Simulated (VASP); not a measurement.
## From VASP inputs to Ansatz: MgO (zincblende)

INCAR

```
NBANDS = 11
SIGMA = 0.02
PREC = Accurate
EDIFF = 1E-7
LASPH = .TRUE.
ENCUT = 520
NSW = 0
LCHARG = .FALSE.
ISMEAR = -1
LREAL = .FALSE.
LWAVE = .FALSE.
IBRION = -1
GGA = PE
ISIF = 2
NELM = 120
```

KPOINTS

```
KPOINTS created by Atomic Simulation Environment
0
Gamma
10 10 10
0 0 0
```

KPOINTS_OPT

```
special points
6
Reciprocal
0.0000000000 0.0000000000 0.0000000000 1
0.5000000000 0.0000000000 0.5000000000 1
0.5000000000 0.2500000000 0.7500000000 1
0.3750000000 0.3750000000 0.7500000000 1
0.5000000000 0.5000000000 0.5000000000 1
0.6250000000 0.2500000000 0.6250000000 1
```

POSCAR

```
Mg O
 1.0000000000000000
     0.0000000000000000    2.2820056634339938    2.2820056634339938
     2.2820056634339938    0.0000000000000000    2.2820056634339938
     2.2820056634339938    2.2820056634339938    0.0000000000000000
 Mg  O
   1   1
Cartesian
 -0.0000000000000000  0.0000000000000000 -0.0000000000000000
  1.1410028317169967  1.1410028317169967  1.1410028317169967
```

VASP ran with the recommended PBE PAW datasets (8 valence electrons in the cell).

Write an Ansatz input for this cell and level of theory.



```yaml
crystal:
  lattice:
    - [0.0, 2.2820056634, 2.2820056634]
    - [2.2820056634, 0.0, 2.2820056634]
    - [2.2820056634, 2.2820056634, 0.0]
  atoms:
    - { symbol: Mg, position: [0.0, 0.0, 0.0] }
    - { symbol: O, position: [0.25, 0.25, 0.25] }
kpoints:
  mp_grid: { grid: [10, 10, 10] }
  band_path:
    path:
      - [[0.0, 0.0, 0.0], [0.5, 0.0, 0.5], [0.5, 0.25, 0.75], [0.375, 0.375, 0.75], [0.0, 0.0, 0.0], [0.5, 0.5, 0.5], [0.625, 0.25, 0.625], [0.5, 0.25, 0.75], [0.5, 0.5, 0.5], [0.375, 0.375, 0.75]]
      - [[0.625, 0.25, 0.625], [0.5, 0.0, 0.5]]
    npoints: 10
hamiltonian:
  xc: pbe
scf:
  occupations: { method: fermi_dirac, width: 0.02 }
  n_extra_bands: 4
output:
  forces: true
  stress: true
  eigenvalues: true
```

Other inputs would serve too.

|  | VASP | Ansatz |
| --- | --- | --- |
| gap between bands v and c | 3.64 eV | 3.66 eV |
| least direct gap | 3.64 eV | 3.66 eV |
| pressure | 3.5 GPa | 3.9 GPa |

Datasets and cutoffs are each program's own. VASP's cell holds 8 valence electrons and Ansatz's 16. Ansatz's stress includes a Pulay correction; VASP's doesn't. Ansatz solved a whole band path, VASP its corner points and band edges.
